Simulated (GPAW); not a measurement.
Wanted: an ASE script for a GPAW 26.7.0 run.

```
Task                : band structure
Functional          : BLYP
Potentials or basis : PAW data sets generated in the run's folder for this functional
Cutoff              : 800 eV
Basis               : pw
k mesh              : 6 × 6 × 9
Occupations         : fermi-dirac, width 0.05 eV
Spin                : no spin polarisation
Eigensolver         : davidson
Maxiter             : 150
Band path           : GXMGZRAZ,XR,MA
Band points         : 100
```

TiO2:

```
Ti O
1.0
     4.59984    0.00000    0.00000
     0.00000    4.59984    0.00000
     0.00000    0.00000    2.95921
Ti O
2 4
Direct
  0.00000 0.00000 0.50000
  0.50000 0.50000 0.00000
  0.30432 0.30432 0.50000
  0.19568 0.80432 0.00000
  0.80432 0.19568 0.00000
  0.69568 0.69568 0.50000
```

The cell is a database's computed one.

These files were run (other wordings do the same):

run.py

```python
from ase import Atoms
from ase.dft.bandgap import bandgap
from ase.io import write
from ase.units import Bohr, GPa
from gpaw import GPAW, PW, setup_paths
from gpaw.elf import elf_from_dft_calculation

setup_paths.insert(0, '.')

atoms = Atoms(['Ti', 'Ti', 'O', 'O', 'O', 'O'],
              cell=[[4.5998373239, 0.0, 0.0],
                    [0.0, 4.5998373239, 0.0],
                    [0.0, 0.0, 2.95921356]],
              scaled_positions=[[0.0, 0.0, 0.5],
                                [0.5, 0.5, 0.0],
                                [0.30432132, 0.30432132, 0.5],
                                [0.19567868, 0.80432132, 0.0],
                                [0.80432132, 0.19567868, 0.0],
                                [0.69567868, 0.69567868, 0.5]],
              pbc=True)

calc = GPAW(mode=PW(800),
            xc='BLYP',
            kpts={'size': (6, 6, 9), 'gamma': True},
            occupations={'name': 'fermi-dirac', 'width': 0.05},
            nbands=43,
            convergence={'density': 1e-05, 'energy': 1e-05},
            eigensolver='davidson',
            maxiter=150,
            txt='gpaw.txt')
atoms.calc = calc
energy = atoms.get_potential_energy()
forces = atoms.get_forces()
stress = atoms.get_stress()
calc.write('gs.gpw')
write('result.traj', atoms)
print(f'Energy: {energy:.6f} eV')
print('Forces (eV/A):')
print(forces.round(4))
print('Stress (GPa):', (stress / GPa).round(3))
print('Fermi level:', round(calc.get_fermi_level(), 4), 'eV')
print(f'Gap: {bandgap(calc)[0]:.4f} eV, direct: {bandgap(calc, direct=True)[0]:.4f} eV')

# fields on the real-space grid
write('density.cube', atoms, data=calc.get_pseudo_density() * Bohr**3)
write('potential.cube', atoms, data=calc.get_electrostatic_potential())
write('elf.cube', atoms, data=elf_from_dft_calculation(calc).data)

path = atoms.cell.bandpath('GXMGZRAZ,XR,MA', npoints=100, eps=1e-4)
bs_calc = calc.fixed_density(kpts=path, symmetry='off', nbands=61,
                             convergence={'bands': 'CBM+6.0', 'eigenstates': 1e-6}, txt='bands.txt')
bs = bs_calc.band_structure()
bs.write('bs.json')
print(f'Gap on the path: {bandgap(bs_calc)[0]:.4f} eV')
```

Potentials or basis: PAW data sets generated in the run's folder for this functional, pw.

Launch:

```bash
$ gpaw-setup -f BLYP O Ti
$ OMP_NUM_THREADS=1 python run.py
```

It gave:

* Pressure: 10.6 GPa
* Largest force: 0.083 eV/Å
* Band gap on the k mesh: 1.88 eV, direct
* Band gap along the path: 1.88 eV, direct

It took 2.4 min on 1 thread of Intel(R) Xeon(R) 6975P-C (Granite Rapids), with other jobs on the host, peak memory 0.81 GiB.
